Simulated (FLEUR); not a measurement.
## AlRu: equation of state with r2SCAN

Crystal: AlRu.

```
Ru Al
1.0
     2.99160    0.00000    0.00000
     0.00000    2.99160    0.00000
     0.00000    0.00000    2.99160
Ru Al
1 1
Cartesian
  1.4958 1.4958 1.4958
  0.0000 0.0000 0.0000
```

| Quantity | Value |
| --- | --- |
| Program | FLEUR MaX-R8.1 (later development tree) |
| Task | equation of state |
| Functional | r2SCAN |
| Potentials or basis | all-electron |
| Basis | FLAPW |
| Kmax | 5.21 1/bohr |
| k mesh | 9 × 9 × 9 |
| Occupations | fermi-dirac, width 0.05 eV |
| Spin | no spin polarisation |
| Gmax | 16.2 1/bohr |
| Muffin-tin radii | Ru 2.51, Al 1.88 bohr |
| lmax | Ru 10, Al 8 |
| lnonsphr | Ru 10, Al 8 |
| Local orbitals a species | Ru 5, Al 4 |

The equilibrium volume is 13.27 Å³/atom and the bulk modulus is 220 GPa.

Energy against volume, from the lowest point:
```tsv
volume (Å³/atom)	energy (meV/atom)
12.584	26.51
12.851	9.18
13.387	0.00
13.922	19.35
14.190	37.97
```

Caveat: the meta-GGA is that of a development version, with a GGA for the radial functions and cores and without core tails.
